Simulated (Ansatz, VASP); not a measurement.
This is a calculation of Al for VASP 6.6.1. This isn't the form of Al at room conditions, which is fcc.

INCAR

```
SYSTEM = Al
ALGO = Normal
EDIFF = 1E-6
ENCUT = 520
ISIF = 2
ISMEAR = 0
LASPH = .TRUE.
LCHARG = .FALSE.
LREAL = .FALSE.
LWAVE = .FALSE.
NELM = 80
PREC = Accurate
SIGMA = 0.05
```

The input KPOINTS:

```
k-points
0
G
  12 12 12
  0 0 0
```

The input POSCAR:

```
Al
1.0
   -1.5912186900      1.5912186900      1.5912186900
    1.5912186900     -1.5912186900      1.5912186900
    1.5912186900      1.5912186900     -1.5912186900
Al
1
Direct
    0.0000000000      0.0000000000      0.0000000000
```

Potentials or basis: VASP PAW LDA potentials, release 54 (Al).

Launch:

```console
$ cat potpaw_LDA.54/Al/POTCAR > POTCAR
$ mpirun -np 1 vasp_std > vasp.out
```

Task: What does the same run look like in Ansatz 0.2.0? Potentials or basis there: Ansatz PAW, cutoff 420 eV.

Result: As run (cutoffs and basis follow the program's own potentials, and thresholds, step limits or extra output files can differ):

File input.yaml:

```yaml
crystal:
  lattice:
    - [-1.59121869, 1.59121869, 1.59121869]
    - [1.59121869, -1.59121869, 1.59121869]
    - [1.59121869, 1.59121869, -1.59121869]
  atoms:
    - { symbol: Al, position: [0.0, 0.0, 0.0] }
hamiltonian:
  xc: lda
  pseudopotentials: { kind: paw }
kpoints:
  mp_grid: { grid: [12, 12, 12] }
scf:
  occupations: { method: gaussian, width: 0.05 }
output:
  forces: true
  stress: true
  eigenvalues: true
```

Potentials or basis: Ansatz PAW.

Launch:

```bash
$ ansatz run input.yaml --threads 1 --pin off --max-ram 3584MiB --backend cpu --events-out ev --progress --plain --runs-dir out
```

Both were run:

|  | VASP | Ansatz |
| --- | --- | --- |
| Pressure | 0.6 GPa | 0.5 GPa |

Ansatz's pressure holds a Pulay term of +0.06 GPa for its cutoff of 420 eV, which the other run lacks.

Ansatz's potentials were made for PBE.

Where Ansatz's input types no cutoff or centring, it takes its own default and a Γ-centred mesh.

The two programs' LDA may be different fits to the electron gas.

Pressure is positive in compression.
